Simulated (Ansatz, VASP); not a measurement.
**Two plane-wave programs on Pb**

```
Pb
1.0
     0.00000    3.63215    3.63215
     3.63215    0.00000    3.63215
     3.63215    3.63215    0.00000
Pb
2
Direct
  0.12500 0.12500 0.12500
  0.87500 0.87500 0.87500
```

Alike in both runs: task single point; functional RPBE; k mesh 9 × 9 × 9; occupations fermi-dirac, width 0.1 eV; no spin polarisation.

|  | VASP | Ansatz |
| --- | --- | --- |
| version | VASP 6.6.1 | Ansatz 0.2.0 |
| potentials or method | VASP PAW PBE potentials, release 64 (Pb_d) | plane waves (420 eV) with PAW, scalar-relativistic |
| plane-wave cutoff (eV) | 520 | 420 |
| valence electrons in the cell | 28 | 28 |

```csv
,VASP,Ansatz,Ansatz less VASP
pressure (GPa),-0.8,-0.8,+0.04
```

The functional is the same, so the differences come from potentials, cutoffs and numerics.

Caveats: the PAW data sets were made with another functional, which shifts forces and pressure a little (VASP). The runs have no spin-orbit coupling, so splittings on Pb are missing.
